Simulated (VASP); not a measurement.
Te: relaxation of cell and atoms with PBE

The system is Te.

```xyz
3
Lattice="4.6014 0.0000 0.0000 -2.3007 3.9849 0.0000 0.0000 0.0000 5.9001" Properties=species:S:1:pos:R:3 pbc="T T T"
Te    1.1812    0.0000    1.9667
Te   -0.5906    1.0229    3.9334
Te    1.7101    2.9620    0.0000
```

| Property | Result |
| --- | --- |
| Program | VASP 6.6.1 |
| Task | relaxation of cell and atoms |
| Functional | PBE |
| Potentials or basis | VASP PAW PBE potentials, release 64 (Te) |
| Cutoff | 600 eV |
| k mesh | 9 × 9 × 6 |
| Occupations | gaussian, width 0.1 eV |
| Spin | no spin polarisation |
| Further INCAR settings | ALGO = Normal; EDIFF = 1e-07; IBRION = 2; EDIFFG = -0.005; NSW = 90; ISIF = 3 |

The relaxed volume is 35.02 Å³/atom and the relaxed cell is a = 4.513 Å, b = 4.513 Å, c = 5.955 Å, α = 90.00°, β = 90.00°, γ = 120.00°. The space group after relaxing (to 0.05 Å) is P3_121 (No. 152) and the energy gained by relaxing is 5.1 meV/atom. The ionic steps are 11 and the pressure after relaxing is 0.0 GPa. The band gap on the k mesh is 0.21 eV, direct.

Step by step:
```tsv
step	energy change (eV)	largest force (eV/Å)	pressure (GPa)	volume (Å³)
1	0.0000	0.2184	0.56	108.18
2	-0.0040	0.0282	-0.56	110.15
3	-0.0050	0.0846	-0.23	109.53
4	-0.0070	0.0756	-0.20	109.04
5	-0.0117	0.0504	-0.09	107.56
6	-0.0142	0.0073	0.24	104.63
7	-0.0145	0.0174	0.15	105.34
8	-0.0138	0.0626	-0.39	105.81
9	-0.0149	0.0137	-0.06	105.52
10	-0.0151	0.0059	-0.01	105.22
11	-0.0152	0.0018	0.01	105.06
```

Final structure:
```yaml
crystal:
  lattice:
    - [4.51350, 0.00000, 0.00000]
    - [-2.25675, 3.90880, 0.00000]
    - [0.00000, 0.00000, 5.95513]
  atoms:
    - { symbol: Te, position: [0.26913, 0.00000, 0.33333] }
    - { symbol: Te, position: [0.00000, 0.26913, 0.66667] }
    - { symbol: Te, position: [0.73087, 0.73087, 0.00000] }
```

Levels at points of the mesh, in eV from the valence-band top:
```
           k point  band 6  band 7  band 8  band 9  band 10  band 11  band 12  band 13
(0.00, 0.00, 0.00)   -2.70   -1.61   -1.61   -0.81     1.00     1.00     1.55     5.05
(0.00, 0.00, 0.50)   -2.59   -1.26   -1.00   -1.00     0.47     0.47     0.50     4.15
```

It took 4 min on 1 thread of Intel(R) Xeon(R) 6975P-C (Granite Rapids), with other jobs on the host, peak memory 0.33 GiB.

Caveat: spin-orbit coupling is left out, which moves the levels of the heavy elements; an odd mesh through Γ misses points on the zone boundary, where band edges often lie.
